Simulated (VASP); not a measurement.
Crystal: BaTiO3.

```
CELL_PARAMETERS angstrom
2.79020 1.61092 2.28908
-2.79020 1.61092 2.28908
0.00000 -3.22184 2.28908
ATOMIC_POSITIONS crystal
Ba 0.99753 0.99753 0.99753
Ti 0.48425 0.48425 0.48425
O 0.50932 0.50932 0.01879
O 0.01879 0.50932 0.50932
O 0.50932 0.01879 0.50932
```

The cell isn't the ideal one: a relaxed cell with its volume scaled by 0.94.

- Program: VASP 6.6.1
- Task: relaxation of shape and atoms at fixed volume
- Functional: r2SCAN
- Potentials or basis: VASP PAW PBE potentials, release 64 (Ba_sv, Ti_sv, O)
- Cutoff: 600 eV
- k mesh: 7 × 7 × 7
- Occupations: gaussian, width 0.03 eV
- Spin: no spin polarisation

At the start: pressure 12.3 GPa; volume 12.35 Å³/atom.

Task: Where does the relaxation end?

Result: Over 10 steps the energy falls by 8.7 meV/atom; space group R3m (No. 160, to 0.05 Å).

The path:
```tsv
step	energy change (eV)	largest force (eV/Å)	pressure (GPa)
1	0.0000	0.7244	12.27
2	-0.0349	0.1999	9.94
3	-0.0360	0.1603	9.51
4	-0.0406	0.0970	9.35
5	-0.0425	0.0488	9.19
6	-0.0433	0.0280	9.02
7	-0.0433	0.0269	8.99
8	-0.0435	0.0188	8.90
9	-0.0435	0.0154	8.85
10	-0.0435	0.0058	8.82
```

Final structure:
```cif
data_structure
_symmetry_space_group_name_H-M 'P 1'
_symmetry_Int_Tables_number 1
_cell_length_a 3.9522
_cell_length_b 3.9522
_cell_length_c 3.9522
_cell_angle_alpha 89.966
_cell_angle_beta 89.966
_cell_angle_gamma 89.966
_cell_volume 61.73
loop_
_atom_site_label
_atom_site_type_symbol
_atom_site_fract_x
_atom_site_fract_y
_atom_site_fract_z
_atom_site_occupancy
Ba1 Ba 0.00154 0.00154 0.00154 1
Ti1 Ti 0.49554 0.49554 0.49554 1
O1 O 0.50648 0.50648 0.00916 1
O2 O 0.00916 0.50648 0.50648 1
O3 O 0.50648 0.00916 0.50648 1
```

Caveat: the PAW data sets were made with another functional, which shifts forces and pressure a little.
